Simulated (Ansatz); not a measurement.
# AlN (CsCl type): the cost of one run

Method: DFT PBE, with the methods named in each step, in Ansatz 0.2.0.

## 1. Starting point

The structure is cubic, space group Pm-3m (No. 221). Conventional cell: a = 2.714 Å, b = 2.714 Å, c = 2.714 Å, α = 90.00°, β = 90.00°, γ = 90.00°. Al (site symmetry m-3m) is surrounded by 8 N at 2.35 Å. N (site symmetry m-3m) is surrounded by 8 Al at 2.35 Å.

Coordinates:

```cif
data_structure
_symmetry_space_group_name_H-M 'P 1'
_symmetry_Int_Tables_number 1
_cell_length_a 2.7144
_cell_length_b 2.7144
_cell_length_c 2.7144
_cell_angle_alpha 90.000
_cell_angle_beta 90.000
_cell_angle_gamma 90.000
_cell_volume 20.00
loop_
_atom_site_label
_atom_site_type_symbol
_atom_site_fract_x
_atom_site_fract_y
_atom_site_fract_z
_atom_site_occupancy
Al1 Al 0.00000 0.00000 0.00000 1
N1 N 0.50000 0.50000 0.50000 1
```

Whether this phase is the stable one at these pressures isn't tested.

Atoms are numbered in the order of the input: Al1, N2.

## 2. Cell relaxed at zero pressure, PAW

The input, input.yaml:

```yaml
crystal:
  lattice:
    - [2.7144176166, 0.0, 0.0]
    - [0.0, 2.7144176166, 0.0]
    - [0.0, 0.0, 2.7144176166]
  atoms:
    - { symbol: Al, position: [0.0, 0.0, 0.0] }
    - { symbol: "N", position: [0.5, 0.5, 0.5] }
kpoints:
  mp_grid: { grid: [15, 15, 15] }
scf:
  occupations: { method: fermi_dirac, width: 0.1 }
hamiltonian:
  xc: pbe
  pseudopotentials: { kind: paw }
output:
  forces: true
  stress: true
relax:
  f_tol: 0.005
  max_steps: 40
  cell: {}
```

Launch:

```
> ansatz run input.yaml --threads 1 --pin off --max-ram 2048MiB --backend cpu --events-out ev --progress --plain --runs-dir out
```

Q: Estimate wall time and peak memory on 1 thread of Intel Xeon Platinum 8488C (Sapphire Rapids), shared host.

About 6.6 s, with a peak of 0.34 GiB.
